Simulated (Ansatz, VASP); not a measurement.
# Two plane-wave programs on Rh

File INCAR:

```
SYSTEM = Rh
  ALGO = Fast
  EDIFF = 1E-7
  ENCUT = 520
  GGA = PE
  ISIF = 2
  ISMEAR = 0
  IVDW = 12
  LASPH = .TRUE.
  LCHARG = .TRUE.
  LELF = .TRUE.
  LREAL = .FALSE.
  LVHAR = .TRUE.
  LWAVE = .FALSE.
  NBANDS = 38
  NELM = 100
  PREC = Accurate
  SIGMA = 0.1
```

The input KPOINTS:

```
k-points
0
G
  9 9 2
  0 0 0
```

POSCAR

```
Rh
1.0
    2.6917446234      0.0000000000      0.0000000000
   -1.3458723117      2.3311192244      0.0000000000
    0.0000000000      0.0000000000      8.7980701300
Rh
4
Direct
    0.0000000000      0.0000000000      0.0000000000
    0.3333333300      0.6666666700      0.2500000000
    0.0000000000      0.0000000000      0.5000000000
    0.6666666700      0.3333333300      0.7500000000
```

Input for Ansatz:

```yaml
crystal:
  lattice:
    - [2.6917446234, 0.0, 0.0]
    - [-1.3458723117, 2.3311192244, 0.0]
    - [0.0, 0.0, 8.79807013]
  atoms:
    - { symbol: Rh, position: [0.0, 0.0, 0.0] }
    - { symbol: Rh, position: [0.33333333, 0.66666667, 0.25] }
    - { symbol: Rh, position: [0.0, 0.0, 0.5] }
    - { symbol: Rh, position: [0.66666667, 0.33333333, 0.75] }
basis:
  ecutwfc: 420
kpoints:
  mp_grid: { grid: [9, 9, 2] }
hamiltonian:
  xc: pbe
  dispersion: d3bj
scf:
  occupations: { method: gaussian, width: 0.1 }
output:
  forces: true
  stress: true
  eigenvalues: true
```

This isn't the form of Rh at room conditions, which is fcc.

Alike in both runs: task single point; functional PBE; dispersion D3(BJ); k mesh 9 × 9 × 2; occupations gaussian, width 0.1 eV; no spin polarisation.

```csv
,VASP,Ansatz
version,VASP 6.6.1,Ansatz 0.2.0
potentials or method,"VASP PAW PBE potentials, release 64 (Rh_pv)","scalar-relativistic, plane waves, PAW"
plane-wave cutoff (eV),520,420
valence electrons in the cell,60,68
```

Ansatz gave:

| Property | Result |
| --- | --- |
| gap on the k mesh at the Fermi level (eV) | none |
| pressure (GPa) | -2.6 |
| largest component of the traceless stress (GPa) | 1.31 |

Q: Estimate VASP's values.

A: gap on the k mesh at the Fermi level (eV): none; pressure (GPa): -2.6; largest component of the traceless stress (GPa): 1.30.

A gap of «none» marks a metal or a gap that the smearing closes. With one functional, cell and mesh, what is left measures potentials, basis and numerics. The two sets of potentials don't hold the same shells in valence.

Caveats: pairwise dispersion overbinds metals, which lowers pressure and volume.
